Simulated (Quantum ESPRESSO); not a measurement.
# Te2Mo under changes of volume

One of the cells (24.965 Å³/atom); the others are scaled copies at fixed shape and fractional positions:

```
CELL_PARAMETERS angstrom
3.51820 0.00000 0.00000
-1.75910 3.04685 0.00000
0.00000 0.00000 13.97360
ATOMIC_POSITIONS crystal
Te 0.66667 0.33333 0.37900
Te 0.33333 0.66667 0.87900
Te 0.66667 0.33333 0.12100
Te 0.33333 0.66667 0.62100
Mo 0.66667 0.33333 0.75000
Mo 0.33333 0.66667 0.25000
```

* Program: Quantum ESPRESSO 7.5
* Functional: PBE
* Potentials or basis: SG15 PBE 1.2
* Cutoff: 952 eV
* Density cutoff: 3810 eV
* k mesh: 8 × 8 × 2
* Occupations: fermi-dirac, width 0.05 eV
* Spin: no spin polarisation

| volume (Å³/atom) | energy over the lowest point (meV/atom) | pressure (GPa) | gap on the mesh (eV) | largest force (eV/Å) |
| --- | --- | --- | --- | --- |
| 23.467 | 72.72 | 11.0 | 0.76 | 1.177 |
| 23.966 | 43.07 | 8.1 | 0.77 | 0.833 |
| 24.466 | 21.79 | 5.6 | 0.78 | 0.516 |
| 24.965 | ? | ? | ? | ? |
| 25.464 | 0.99 | 1.2 | 0.79 | 0.046 |
| 25.963 | 0.00 | -0.6 | 0.79 | 0.296 |
| 26.463 | 4.39 | -2.2 | 0.80 | 0.525 |

**Question.** What does the run at 24.965 Å³/atom give?

**Answer.** Energy over the lowest point 8.02 meV/atom; pressure 3.3 GPa; gap on the mesh 0.78 eV; largest force 0.224 eV/Å.

Worked out: A Birch-Murnaghan fit of order 3 (a polynomial in V^(-2/3)) to the other rows has its minimum at 25.80 Å³/atom with B0 = V·E''(V) = 93 GPa and B' = 4.6 at fixed shape and positions, which overstates the stiffness. It gives 8.03 meV/atom at 24.965 Å³/atom, against the run's 8.02, and -dE/dV = 3.3 GPa, against 3.3. A straight line through the other rows of the gap, of slope 0.304 eV per unit of ln V, gives 0.78 eV, against the run's 0.78.

Energies are extrapolated to zero smearing.

Caveats: spin-orbit coupling is left out, which moves the levels of the heavy elements; this functional lacks dispersion, which binds the layers, so the pressure and a relaxed spacing across them are unreliable; forces of over 1 eV/Å show positions far from the minimum, so gaps and moduli don't describe the material at rest (some runs).

A mesh can miss the band edges.
